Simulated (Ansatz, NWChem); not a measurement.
**Errors in the dipole moment**

6 molecules with halogens; the dipole moment in D, computed less measured. Shapes, held fixed at every level: PBE0-D4/def2-TZVP. No vibrational averaging. Dipoles are compared by magnitude; molecules under 1 D, whose direction can flip, are left out. Programs: Ansatz 0.2.0, NWChem 7.3.0. Measured values: NIST CCCBDB.

Levels: A = HF/STO-3G; B = PBE-D4/def2-TZVPP; C = r2SCAN-D4/def2-TZVPP; D = B3LYP-D4/def2-TZVPP.

```
               molecule  measured      A      B      C      D
 CHFO (formyl fluoride)      2.02  -0.57  -0.07  +0.02  +0.07
CH2F2 (difluoromethane)      1.97  -0.70  -0.25  -0.17  -0.10
   CH3Br (bromomethane)      1.81  -0.13  +0.02  +0.14  +0.08
CHF3 (trifluoromethane)      1.65  -0.56  -0.22  -0.15  -0.08
    C2H3F (SMILES C=CF)      1.43  -0.55  -0.23  -0.17  -0.09
  C2H5Cl (chloroethane)      2.05  +0.41  -0.07  +0.05  -0.01
```

(1) Sum up the errors.

## Answers

(1) 
| level | kind | mean error | mean absolute error | worst case |
| --- | --- | --- | --- | --- |
| HF/STO-3G | Hartree–Fock | -0.350 | 0.487 | CH2F2 |
| PBE-D4/def2-TZVPP | GGA | -0.137 | 0.143 | CH2F2 |
| r2SCAN-D4/def2-TZVPP | meta-GGA | -0.047 | 0.117 | CH2F2 |
| B3LYP-D4/def2-TZVPP | global hybrid | -0.022 | 0.072 | CH2F2 |

On this set B3LYP-D4/def2-TZVPP has the smallest mean absolute error and HF/STO-3G the largest. HF/STO-3G is too low in 5 of 6; PBE-D4/def2-TZVPP is too low in 5 of 6; B3LYP-D4/def2-TZVPP is too low in 4 of 6. The levels differ in basis as well as in method. Relativity is left out for Br. The set is small.
